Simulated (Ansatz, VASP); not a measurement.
## Cu3HO in VASP and in Ansatz

File INCAR:

```
SYSTEM = Cu3HO
ALGO = Normal
EDIFF = 1E-6
ENCUT = 520
GGA = CA
ISIF = 2
ISMEAR = 0
LASPH = .TRUE.
LCHARG = .FALSE.
LREAL = .FALSE.
LWAVE = .FALSE.
NBANDS = 28
NELM = 100
PREC = Accurate
SIGMA = 0.05
```

KPOINTS

```
k-points
0
G
  6 6 6
  0 0 0
```

File POSCAR:

```
Cu3HO
1.0
    3.4922579434      0.0000000000      0.0000000000
    0.0000000000      3.4922579434      0.0000000000
    0.0000000000      0.0000000000      3.4922579434
O H Cu
1 1 3
Direct
    0.0000000000      0.0000000000      0.0000000000
    0.5000000000      0.5000000000      0.5000000000
    0.5000000000      0.5000000000      0.0000000000
    0.5000000000      0.0000000000      0.5000000000
    0.0000000000      0.5000000000      0.5000000000
```

Input for Ansatz:

```yaml
crystal:
  lattice:
    - [3.4922579434, 0.0, 0.0]
    - [0.0, 3.4922579434, 0.0]
    - [0.0, 0.0, 3.4922579434]
  atoms:
    - { symbol: O, position: [0.0, 0.0, 0.0] }
    - { symbol: H, position: [0.5, 0.5, 0.5] }
    - { symbol: Cu, position: [0.5, 0.5, 0.0] }
    - { symbol: Cu, position: [0.5, 0.0, 0.5] }
    - { symbol: Cu, position: [0.0, 0.5, 0.5] }
basis:
  ecutwfc: 420
kpoints:
  mp_grid: { grid: [6, 6, 6] }
hamiltonian:
  xc: lda
scf:
  occupations: { method: gaussian, width: 0.05 }
output:
  forces: true
  stress: true
  eigenvalues: true
```

The cell comes from a database or a generator and needn't be the stable form of this composition.

Alike in both runs: task single point; functional LDA; k mesh 6 × 6 × 6; occupations gaussian, width 0.05 eV; no spin polarisation.

|  | VASP | Ansatz |
| --- | --- | --- |
| version | VASP 6.6.1 | Ansatz 0.2.0 |
| potentials or method | VASP PAW LDA potentials, release 64 (O, H, Cu) | scalar-relativistic, plane waves, PAW |
| plane-wave cutoff (eV) | 520 | 420 |
| valence electrons in the cell | 40 | 64 |

Ansatz gave:

```
gap on the k mesh at the Fermi level (eV) : 0.11
least direct gap on the mesh (eV)         : 0.24
pressure (GPa)                            : 4.2
```

Estimate VASP's values.

gap on the k mesh at the Fermi level (eV): 0.11; least direct gap on the mesh (eV): 0.22; pressure (GPa): 4.5.

The two sets of potentials don't hold the same shells in valence.

A k mesh can miss the band edges.
